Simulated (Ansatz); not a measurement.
## Al under changes of volume

One of the cells (16.603 Å³/atom); the others are scaled copies at fixed shape and fractional positions:

```xyz
1
Lattice="0.0000 2.0248 2.0248 2.0248 0.0000 2.0248 2.0248 2.0248 0.0000" Properties=species:S:1:pos:R:3 pbc="T T T"
Al    0.0000    0.0000    0.0000
```

```yaml
Program: Ansatz 0.2.0
Functional: CAM-B3LYP
Potentials_or_basis: Ansatz PAW
Cutoff: "420 eV (not typed: the program's choice for these potentials)"
k_mesh: 6 × 6 × 6
Occupations: fermi-dirac, width 0.05 eV
Spin: no spin polarisation
```

```tsv
volume (Å³/atom)	energy over the lowest point (meV/atom)	pressure (GPa)
15.607	0.00	3.8
15.939	8.06	2.8
16.271	?	?
16.603	3.59	-0.5
16.935	6.08	-1.9
17.267	11.25	-3.1
17.599	18.84	-4.2
```

Problem. What does the run at 16.271 Å³/atom give?

Solution. Energy over the lowest point 4.09 meV/atom; pressure 1.0 GPa.

The energies don't lie on one smooth curve, so no fit is given. The run at 15.607 Å³/atom lies farthest off, from a change of basis, grid or state.

Energies are extrapolated to zero smearing.

Caveats: all runs use coarse meshes; the PAW data sets come from PBE, with cores solved anew for the run's functional, which leaves a small shift of forces and pressure; the thresholds are loose for stress.
